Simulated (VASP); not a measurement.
CdSe: single point with LDA

Crystal: CdSe.

```
CELL_PARAMETERS angstrom
0.00000 2.87396 2.87396
2.87396 0.00000 2.87396
2.87396 2.87396 0.00000
ATOMIC_POSITIONS crystal
Cd 0.00000 0.00000 0.00000
Se 0.50000 0.50000 0.50000
```

Measurements of this composition are mostly on another form, of space group No. 186.

```json
{
 "Program": "VASP 6.6.1",
 "Task": "single point",
 "Functional": "LDA",
 "Potentials or basis": "VASP PAW LDA potentials, release 64 (Cd, Se)",
 "Cutoff": "520 eV",
 "k mesh": "8 × 8 × 8",
 "Occupations": "gaussian, width 0.02 eV",
 "Spin": "no spin polarisation"
}
```

| Item | Value |
| --- | --- |
| Pressure | -5.6 GPa |
| Band gap on the k mesh | none (metal or under the smearing width) |

Levels at points of the mesh, in eV from the Fermi level:
```
           k point  band 6  band 7  band 8  band 9  band 10  band 11  band 12  band 13
(0.00, 0.00, 0.00)   -7.91   -0.62   -0.62   -0.62    -0.15     8.62     8.62     8.62
(0.50, 0.00, 0.00)   -7.77   -5.01   -0.04   -0.04     2.86     5.12     5.12     5.74
(0.50, 0.50, 0.00)   -7.25   -4.13   -2.08   -2.08    -0.66     5.41     9.52    10.08
```

Run time: 24 s on 1 thread of Intel(R) Xeon(R) Platinum 8488C (Sapphire Rapids) (shared host), peak memory 0.15 GiB.
